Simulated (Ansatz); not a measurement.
# Ba (Cmcm) in Ansatz: convergence with k mesh

Aim: find how far k mesh must go before the results for Ba settle, at PBE. This setting moves, with any that are tied to it; all else stays.

Everything below comes from runs of Ansatz 0.2.0. Logs are shortened: lines on timing, memory, paths and dates and some standing lists are left out, and cuts for length are marked.

## Step 1: The crystal as given

Symmetry: Cmcm, No. 63, orthorhombic system. Conventional cell: a = 7.184 Å, b = 5.034 Å, c = 7.190 Å, α = 90.00°, β = 90.00°, γ = 90.00°. Around Ba (site symmetry m2m) lie 8 Ba at 4.37 to 4.41 Å.

## Step 2: With k mesh 2 × 2 × 1

input.yaml reads:

```yaml
crystal:
  lattice:
    - [3.59177373, -2.51690423, 0.0]
    - [3.59177373, 2.51690423, 0.0]
    - [0.0, 0.0, 7.19004518]
  atoms:
    - { symbol: Ba, position: [0.25322603, 0.74677397, 0.75] }
    - { symbol: Ba, position: [0.74677397, 0.25322603, 0.25] }
hamiltonian:
  xc: pbe
  pseudopotentials: { kind: nc }
kpoints:
  mp_grid: { grid: [2, 2, 1] }
scf:
  occupations: { method: fermi_dirac, width: 0.05 }
output:
  forces: true
  stress: true
  eigenvalues: true
```

Potentials or basis: Ansatz NC.

Started as:

```console
$ ansatz run input.yaml --threads 2 --pin off --max-ram 5632MiB --backend cpu --events-out ev --progress --plain --runs-dir out
```

Run time: 0.62 s. Hardware: 2 threads of Arm Neoverse V2, shared host; peak memory 0.33 GiB.

What came out:

| Item | Value |
| --- | --- |
| Free energy | -1523.4477 eV |
| Pressure | -2.2 GPa |
| Largest force | 0.008 eV/Å |
| Band gap on the k mesh | none (metal or under the smearing width) |

## Step 3: With k mesh 3 × 3 × 2

input.yaml, as its differences from that of step 2:

```diff
@@ -12,3 +12,3 @@
 kpoints:
-  mp_grid: { grid: [2, 2, 1] }
+  mp_grid: { grid: [3, 3, 2] }
 scf:
```

Potentials or basis: Ansatz NC.

Started as:

```console
$ ansatz run input.yaml --threads 2 --pin off --max-ram 5632MiB --backend cpu --events-out ev --progress --plain --runs-dir out
```

Wall time 1.1 s (2 threads of Arm Neoverse V2, shared host); peak memory 0.36 GiB.

Results:

| Property | Result |
| --- | --- |
| Free energy | -1522.9446 eV |
| Pressure | -0.3 GPa |
| Largest force | 0.017 eV/Å |
| Band gap on the k mesh | none (metal or under the smearing width) |

## Step 4: With k mesh 4 × 4 × 2

input.yaml, as its differences from that of step 3:

```diff
@@ -12,3 +12,3 @@
 kpoints:
-  mp_grid: { grid: [3, 3, 2] }
+  mp_grid: { grid: [4, 4, 2] }
 scf:
```

Started as:

```console
$ ansatz run input.yaml --threads 2 --pin off --max-ram 5632MiB --backend cpu --events-out ev --progress --plain --runs-dir out
```

Wall time 1.7 s (2 threads of Arm Neoverse V2, shared host); peak memory 0.38 GiB.

Results:

```yaml
Free_energy: -1523.0601 eV
Pressure: -0.1 GPa
Largest_force: 0.025 eV/Å
Band_gap_on_the_k_mesh: none (metal or under the smearing width)
```

## Step 5: With k mesh 5 × 5 × 3

input.yaml, as its differences from that of step 4:

```diff
@@ -12,3 +12,3 @@
 kpoints:
-  mp_grid: { grid: [4, 4, 2] }
+  mp_grid: { grid: [5, 5, 3] }
 scf:
```

Started as:

```console
$ ansatz run input.yaml --threads 2 --pin off --max-ram 5632MiB --backend cpu --events-out ev --progress --plain --runs-dir out
```

Run time: 2.2 s. Hardware: 2 threads of Arm Neoverse V2, shared host; peak memory 0.38 GiB.

What came out:

* Free energy: -1523.0705 eV
* Pressure: -0.3 GPa
* Largest force: 0.021 eV/Å
* Band gap on the k mesh: none (metal or under the smearing width)

## Step 6: With k mesh 6 × 6 × 4

input.yaml, as its differences from that of step 5:

```diff
@@ -12,3 +12,3 @@
 kpoints:
-  mp_grid: { grid: [5, 5, 3] }
+  mp_grid: { grid: [6, 6, 4] }
 scf:
```

Potentials or basis: Ansatz NC.

Started as:

```console
$ ansatz run input.yaml --threads 2 --pin off --max-ram 5632MiB --backend cpu --events-out ev --progress --plain --runs-dir out
```

Wall time 4.3 s (2 threads of Arm Neoverse V2, shared host); peak memory 0.44 GiB.

It converged, with:

- Free energy: -1523.0605 eV
- Pressure: -0.2 GPa
- Largest force: 0.022 eV/Å
- Band gap on the k mesh: none (metal or under the smearing width)

## Step 7: With k mesh 7 × 7 × 4

input.yaml, as its differences from that of step 6:

```diff
@@ -12,3 +12,3 @@
 kpoints:
-  mp_grid: { grid: [6, 6, 4] }
+  mp_grid: { grid: [7, 7, 4] }
 scf:
```

Started as:

```console
$ ansatz run input.yaml --threads 2 --pin off --max-ram 5632MiB --backend cpu --events-out ev --progress --plain --runs-dir out
```

It took 5.2 s on 2 threads of Arm Neoverse V2, shared host; peak memory 0.46 GiB.

The run converged. Its results:

```yaml
Free_energy: -1523.0604 eV
Pressure: -0.2 GPa
Largest_force: 0.022 eV/Å
Band_gap_on_the_k_mesh: none (metal or under the smearing width)
```

## Step 8: With k mesh 9 × 9 × 5

input.yaml, as its differences from that of step 7:

```diff
@@ -12,3 +12,3 @@
 kpoints:
-  mp_grid: { grid: [7, 7, 4] }
+  mp_grid: { grid: [9, 9, 5] }
 scf:
```

Started as:

```console
$ ansatz run input.yaml --threads 2 --pin off --max-ram 5632MiB --backend cpu --events-out ev --progress --plain --runs-dir out
```

It took 8.1 s on 2 threads of Arm Neoverse V2, shared host; peak memory 0.52 GiB.

It converged, with:

| Quantity | Value |
| --- | --- |
| Free energy | -1523.0624 eV |
| Pressure | -0.2 GPa |
| Largest force | 0.021 eV/Å |
| Band gap on the k mesh | none (metal or under the smearing width) |

## Step 9: With k mesh 11 × 11 × 6

input.yaml, as its differences from that of step 8:

```diff
@@ -12,3 +12,3 @@
 kpoints:
-  mp_grid: { grid: [9, 9, 5] }
+  mp_grid: { grid: [11, 11, 6] }
 scf:
```

Potentials or basis: Ansatz NC.

Started as:

```console
$ ansatz run input.yaml --threads 2 --pin off --max-ram 5632MiB --backend cpu --events-out ev --progress --plain --runs-dir out
```

What it wrote:

```text
Warning: RAYON_NUM_THREADS=2 ignored (pool sized by the plan → 2); use --threads N
Engine: ansatz 0.2.0, aarch64-unknown-linux-gnu
Pseudopotentials: kind: nc
Pseudopotential: Ba, nc, valence charge 10, recommended cutoff 770 eV (normal), Ba.nc.azcp
Functional definition: PBE
  parameter kappa = 0.804
  parameter beta = 0.06672455060314922
  exchange = pbe_x(kappa = kappa, mu = beta*pi^2/3)
  correlation = pbe_c(beta = beta)
Crystal: 2 atoms, lattice volume = 129.998 Å³
Basis set: ecut = 770 eV, 6239 PW (Γ), exchange–correlation on 80×80×144 points (8 copies of the dense FFT grid, shifted against one another)
Bands: 14, of which v1, the nominal top of the filled ones, is band 10 counted from 1 (9 counted from 0)
Symmetry: 8 space group operations
Space group: Cmcm (ITA 63), of the structure as read, at distance tolerance 5.1e-5 Å
k-points: 144 of 726
Non-local potential: Ba, projectors of the file, l = 0: 2, l = 1: 2, l = 2: 2, l = 3: 2
Initial density: superposition of atomic densities (chi_scale 0.1, normalization cell)
Initial wavefunctions: pseudopotential atomic-orbital guess
Functional: x = pbe(κ = 0.804, μ = 0.2195149727645171), c = pbe(β = 0.06672455060314922)
SCF iter   1: F=—  HF=-1523.049829 eV  |F-HF|=—  |Δ(HF+E_count)|=         —  Δρ=4.90e-3  dr2=2.21e-2  ethr=3.10e-3  ⟨swp⟩=9.0  Hψ=16731  notcnv=0
preconditioner: auto → Kerker (q_TF=auto, 1.997 Å⁻¹)  [metal: Δε(μ)=0.031 eV  Ē_g=1.640 eV  σ=0.050 eV  W_gap=0.15  n_scr=22 (ndim 8)  ℏωp=6.5 eV  f_vac=0.000  D(μ)=2.24/eV (n_scr^D=18)]
SCF iter   2: F=—  HF=-1523.057342 eV  |F-HF|=—  |Δ(HF+E_count)|=   7.51e-3  Δρ=3.09e-3  dr2=9.77e-3  ethr=1.11e-4  ⟨swp⟩=3.3  Hψ=4338  notcnv=0
SCF iter   3: F=—  HF=-1523.063164 eV  |F-HF|=—  |Δ(HF+E_count)|=   5.82e-3  Δρ=6.47e-4  dr2=4.29e-4  ethr=4.88e-5  ⟨swp⟩=3.0  Hψ=4043  notcnv=0
SCF iter   4: F=—  HF=-1523.063286 eV  |F-HF|=—  |Δ(HF+E_count)|=   1.22e-4  Δρ=3.49e-4  dr2=9.88e-5  ethr=2.15e-6  ⟨swp⟩=2.3  Hψ=3547  notcnv=0
SCF iter   5: F=—  HF=-1523.063292 eV  |F-HF|=—  |Δ(HF+E_count)|=   6.03e-6  Δρ=1.04e-4  dr2=1.01e-5  ethr=4.94e-7  ⟨swp⟩=3.0  Hψ=3623  notcnv=0
SCF iter   6: F=—  HF=-1523.063289 eV  |F-HF|=—  |Δ(HF+E_count)|=   3.46e-6  Δρ=8.11e-6  dr2=1.68e-7  ethr=5.04e-8  ⟨swp⟩=2.3  Hψ=3449  notcnv=0
SCF iter   7: F=-1523.063289 eV  HF=-1523.063289 eV  |F-HF|=9.19e-9  |Δ(HF+E_count)|=   2.48e-8  Δρ=4.01e-6  dr2=1.97e-8  ethr=5.00e-10  ⟨swp⟩=11.1  Hψ=13482  notcnv=0
SCF 1 converged in 7 iterations: F = -1523.063289 eV  dr2 = 1.97e-8
SCF converged after 7 iterations
Free energy (F): -1523.063289 eV
Harris-Foulkes:  -1523.063289 eV  (|F-HF|=9.19e-9)
Internal energy: -1523.043997 eV  (E = F + TS)
E sigma→0 (E₀):  -1523.053643 eV
Entropy (-TS):   -0.019292 eV (-9.646 meV/atom)
Fermi energy:    5.643611 eV
--- Per-component energies (eV) ---
  E_band       = -174.448559
  E_kinetic    = 351.905082
  E_local      = -934.209419  (includes V_loc(G=0)·N_el)
  E_nonlocal   = 210.157053
  E_hartree    = 238.408901
  E_xc         = -354.850753
  E_vxc        = -279.115708  (∫ρ·V_xc dr)
  E_ewald      = -1034.454861
  E_smearing   = -0.019292  (= −TS)
  E_closure    = -0.000000  (closes the sum)
  Σ components = -1523.063289   (vs F -1523.063289, Δ=0.00e0)
--- Forces (eV/Å), atoms counted from 1 ---
  atom   1  Ba     0.00000000     0.02160108     0.00000000
  atom   2  Ba     0.00000000    -0.02160108     0.00000000
  max |Σ_I F_I| component: 3.47e-18 eV/Å
--- Stress (GPa, compression-positive) ---
       -0.234608       0.000000       0.000000
        0.000000      -0.204706       0.000000
        0.000000       0.000000      -0.246248
  P = ⅓ Tr σ = -0.2285 GPa (-2.285 kbar)
--- Band table (eV; the first three rows and the last of 144) ---
  k-point 0: bands = ["-23.2847", "-23.2473", "-8.6576", "-8.3735", "-8.2420", "-8.2418", "-8.2418", "-8.2415", "2.9238", "4.7802", "6.3910", "6.7724", "7.4184", "7.4699"]
  k-point 1: bands = ["-23.2822", "-23.2498", "-8.6314", "-8.3649", "-8.2715", "-8.2508", "-8.2420", "-8.2416", "3.0481", "4.7016", "6.4438", "6.6417", "7.3568", "7.3641"]
  k-point 2: bands = ["-23.2754", "-23.2567", "-8.5589", "-8.3528", "-8.3397", "-8.2753", "-8.2419", "-8.2416", "3.3978", "4.3980", "6.5525", "6.5971", "7.1046", "7.1142"]
  k-point 143: bands = ["-23.2335", "-23.2335", "-8.5901", "-8.5901", "-8.4754", "-8.4754", "-8.3714", "-8.3714", "5.5088", "5.5088", "5.8205", "5.8205", "6.8902", "6.8902"]
```

Run time: 15 s. Hardware: 2 threads of Arm Neoverse V2, shared host; peak memory 0.68 GiB.

Results:

* Free energy: -1523.0633 eV
* Pressure: -0.2 GPa
* Largest force: 0.022 eV/Å
* Band gap on the k mesh: none (metal or under the smearing width)

## Step 10: The series at a glance

```tsv
k mesh	energy less the tightest run, at zero smearing (meV/atom)	pressure (GPa)	largest force (eV/Å)	SCF cycles	CPU time (s)	peak memory (GiB)
2 × 2 × 1	-180.91	-2.17	0.008	8	1.1	0.33
3 × 3 × 2	65.82	-0.33	0.017	7	2	0.36
4 × 4 × 2	2.72	-0.11	0.025	6	3.3	0.38
5 × 5 × 3	-3.21	-0.28	0.021	7	4.2	0.38
6 × 6 × 4	1.57	-0.18	0.022	7	8.5	0.44
7 × 7 × 4	1.98	-0.19	0.022	7	10	0.46
9 × 9 × 5	0.61	-0.21	0.021	7	16	0.52
11 × 11 × 6	0.00	-0.23	0.022	7	30	0.68
```

Against the tightest run, the energy stays within 1 meV/atom from 9 × 9 × 5 on; the pressure stays within 0.1 GPa from 5 × 5 × 3 on; the largest force stays within 0.005 eV/Å from 3 × 3 × 2 on. Meshes of other sizes hit other points, so gaps and Fermi surfaces needn't settle smoothly. The tightest run that finished is the yardstick and may itself not be fully converged.
